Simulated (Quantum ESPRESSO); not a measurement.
Ir:

```xyz
1
Lattice="0.0000 1.9156 1.9156 1.9156 0.0000 1.9156 1.9156 1.9156 0.0000" Properties=species:S:1:pos:R:3 pbc="T T T"
Ir    0.0000    0.0000    0.0000
```

| Item | Value |
| --- | --- |
| Program | Quantum ESPRESSO 7.5 |
| Task | relaxation of cell and atoms |
| Functional | PBEsol |
| Dispersion | D3(BJ) |
| Potentials or basis | GBRV 1.5 PBEsol |
| Cutoff | 612 eV |
| Density cutoff | 4898 eV |
| k mesh | 12 × 12 × 12 |
| Occupations | fermi-dirac, width 0.05 eV |
| Spin | no spin polarisation |

At the start: pressure -6.7 GPa; volume 14.06 Å³/atom.

Problem. How do energy, volume and symmetry change on relaxing?

Solution. Over 3 steps the energy falls by 4.8 meV/atom and the volume is 13.82 Å³/atom (-1.7 %); space group Fm-3m (No. 225, to 0.05 Å).

Step by step:
```csv
step,energy change (eV),largest force (eV/Å),pressure (GPa),volume (Å³)
1,0.0000,0.0000,-6.67,14.06
2,-0.0036,0.0000,3.35,13.71
3,-0.0048,0.0000,-0.08,13.82
```

Final structure:
```cif
data_structure
_symmetry_space_group_name_H-M 'P 1'
_symmetry_Int_Tables_number 1
_cell_length_a 2.6939
_cell_length_b 2.6939
_cell_length_c 2.6939
_cell_angle_alpha 60.000
_cell_angle_beta 60.000
_cell_angle_gamma 60.000
_cell_volume 13.82
loop_
_atom_site_label
_atom_site_type_symbol
_atom_site_fract_x
_atom_site_fract_y
_atom_site_fract_z
_atom_site_occupancy
Ir1 Ir 0.00000 0.00000 0.00000 1
```

Caveat: pairwise dispersion overbinds metals, which lowers pressure and volume.
